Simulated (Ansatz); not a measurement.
**Convergence of Sc2Al with the plane-wave cutoff**

All numbers below come from DFT r2SCAN, scalar-relativistic, plane waves, PAW (Ansatz).

```
Sc Al
1.0
     4.89760   -0.03661   -0.05070
    -2.48050    4.26137    0.01544
    -0.06385   -0.01441    6.17475
Sc Al
4 2
Direct
  0.00114 0.97790 0.99941
  0.02001 0.00552 0.49207
  0.32847 0.67889 0.75677
  0.66019 0.32984 0.26154
  0.32621 0.65744 0.24439
  0.66273 0.30650 0.73471
```

* Γ-centred k-mesh: 8×8×6
* occupation rule: Gaussian smearing, 0.1 eV
* spin treatment: unpolarised
* valence charge of the PAW sets: Sc 11, Al 3

The atoms stay fixed while the plane-wave cutoff is varied. ΔE is the energy extrapolated to zero smearing, less that of the reference run (600 eV). The cell was strained and its atoms displaced at random, so that forces don't vanish. Pressure is positive in compression and holds a correction for the finite cutoff (Pulay stress).

Times are rough; the reference took 5.8 min on 1 thread of Intel(R) Xeon(R) Processor @ 2.50GHz (Skylake/Cascade Lake), on a shared host, peak memory 1.3 GiB.

Problem. One run gave ΔE = 9.97 meV/atom and P = 0.24 GPa. Which plane-wave cutoff did it use, of 200, 250, 300, 350, 500?

Solution. 350 eV. All runs:

| cutoff (eV) | ΔE (meV/atom) | P (GPa) | largest change of a force component (eV/Å) | plane waves at Γ | wall time (s) |
| --- | --- | --- | --- | --- | --- |
| 200 | 1651 | 0.08 | 0.072 | 825 | 100 |
| 250 | 256 | 0.26 | 0.026 | 1153 | 160 |
| 300 | 37.6 | 0.29 | 0.010 | 1493 | 180 |
| 350 | 9.97 | 0.24 | 0.002 | 1911 | 190 |
| 500 | 1.60 | 0.23 | 0.000 | 3247 | 330 |
| 600 | 0.00 | 0.22 | 0.000 | 4275 | 350 |

6 further runs of this set didn't finish or converge.